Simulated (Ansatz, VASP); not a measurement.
# MgS: VASP beside Ansatz

Contents of INCAR:

```
PREC = Accurate
ENCUT = 520
EDIFF = 1E-6
ISMEAR = -1
SIGMA = 0.02
LREAL = F
LASPH = T
NELM = 100
ALGO = Normal
ISIF = 2
LWAVE = F
LCHARG = T
GGA = PE
LELF = T
LVHAR = T
NBANDS = 11
```

File KPOINTS:

```
Automatic mesh
0
Gamma
  8 8 8
```

File POSCAR:

```
MgS
1.0
    0.0349141477      2.8657909866      2.8657909866
    2.8657909866      0.0349141477      2.8657909866
    2.8657909866      2.8657909866      0.0349141477
Mg S
1 1
Direct
    0.0010744721      0.0010744721      0.0010744721
    0.2489255279      0.2489255279      0.2489255279
```

Input for Ansatz:

```yaml
crystal:
  lattice:
    - [0.0349141477, 2.8657909866, 2.8657909866]
    - [2.8657909866, 0.0349141477, 2.8657909866]
    - [2.8657909866, 2.8657909866, 0.0349141477]
  atoms:
    - { symbol: Mg, position: [0.0010744721, 0.0010744721, 0.0010744721] }
    - { symbol: S, position: [0.2489255279, 0.2489255279, 0.2489255279] }
kpoints:
  mp_grid: { grid: [8, 8, 8] }
  band_path:
    path:
      - [0.0, 0.0, 0.0]
      - [-0.5, -0.5, 0.0]
      - [-0.375, -0.375, 0.25]
      - [-0.375, 0.0, 0.375]
      - [0.0, 0.0, 0.5]
      - [-0.5, -0.25, 0.25]
    npoints: 1
hamiltonian:
  xc: pbe
scf:
  occupations: { method: fermi_dirac, width: 0.02 }
  n_extra_bands: 4
output:
  forces: true
  stress: true
  eigenvalues: true
```

Change from the starting cell: shear_111 strain +1.9%.

Alike in both runs: task single point; functional PBE; k mesh 8 × 8 × 8; occupations fermi-dirac, width 0.02 eV; no spin polarisation.

```csv
,VASP,Ansatz
version,VASP 6.6.1,Ansatz 0.2.0
potentials or method,"VASP PAW PBE potentials, release 64 (Mg, S)","plane waves, PAW"
plane-wave cutoff (eV),520,420
valence electrons in the cell,8,16
```

|  | VASP | Ansatz | Ansatz less VASP |
| --- | --- | --- | --- |
| gap on the k mesh at the Fermi level (eV) | 3.33 | 3.33 | +0.008 |
| pressure (GPa) | -0.1 | 0.0 | +0.15 |
| largest component of the traceless stress (GPa) | 0.38 | 0.38 | -0.003 |

With one functional, cell and mesh, what is left measures potentials, basis and numerics. The two sets of potentials don't hold the same shells in valence.
